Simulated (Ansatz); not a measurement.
# Equation of state of NaH

```
Na H
1.0
     0.00000    2.44000    2.44000
     2.44000    0.00000    2.44000
     2.44000    2.44000    0.00000
Na H
1 1
Direct
  0.00000 0.00000 0.00000
  0.50000 0.50000 0.50000
```

Conventional cell: a = 4.880 Å, b = 4.880 Å, c = 4.880 Å, α = 90.00°, β = 90.00°, γ = 90.00°. Na (atom 1) is surrounded by 6 H at 2.44 Å. H (atom 2) has 6 Na at 2.44 Å as nearest neighbours.

The cell is COD entry 9008680, as deposited and not checked against the literature; nothing was relaxed.

All numbers are computed: DFT, PBEsol, all-electron LAPW, scalar-relativistic (Ansatz 0.2.0); DFT, PBEsol, PAW with Ansatz's default frozen-core files, scalar-relativistic (Ansatz 0.2.0).

For LAPW: a Γ-centred 9×9×9 k mesh, Fermi–Dirac smearing of 0.03 eV, basis error target 1 meV/atom, no spin polarisation. PAW takes a cutoff of 420 eV at this cell (files made with PBE, cores remade for this functional). The Ansatz runs share mesh, smearing and spin set-up. Plane-wave (PAW) pressures include the program's estimate of the Pulay term.

The cell above is scaled evenly, with fractional coordinates and shape held.

| V/V(cell) | V (Å³/atom) | P, LAPW (GPa) | P, PAW (GPa) | gap on the k mesh, LAPW (eV) |
| --- | --- | --- | --- | --- |
| 0.9400 | 13.655 | 0.17 | 0.17 | 3.93 |
| 0.9600 | 13.946 | -0.33 | -0.33 | 3.89 |
| 0.9800 | 14.236 | -0.78 | -0.78 | 3.86 |
| 0.9900 | 14.382 | -0.99 | -0.99 | 3.84 |
| 1.0000 | 14.527 | -1.19 | -1.19 | 3.82 |
| 1.0100 | 14.672 | -1.38 | -1.38 | 3.81 |
| 1.0200 | 14.817 | -1.56 | -1.56 | 3.79 |
| 1.0400 | 15.108 | -1.89 | -1.89 | 3.76 |
| 1.0600 | 15.398 | -2.20 | -2.20 | 3.72 |

**Question.** What do Birch–Murnaghan fits to the pressures give?

**Answer.** LAPW: V0 = 13.75 Å³/atom, B0 = 24 GPa, B0′ = 3.7; PAW: V0 = 13.75 Å³/atom, B0 = 24 GPa, B0′ = 3.7.

PAW's V0 lies 0.02 % from the all-electron value and its B0 0.1 %. Symmetry fixes shape and coordinates here, so this is the relaxed modulus.
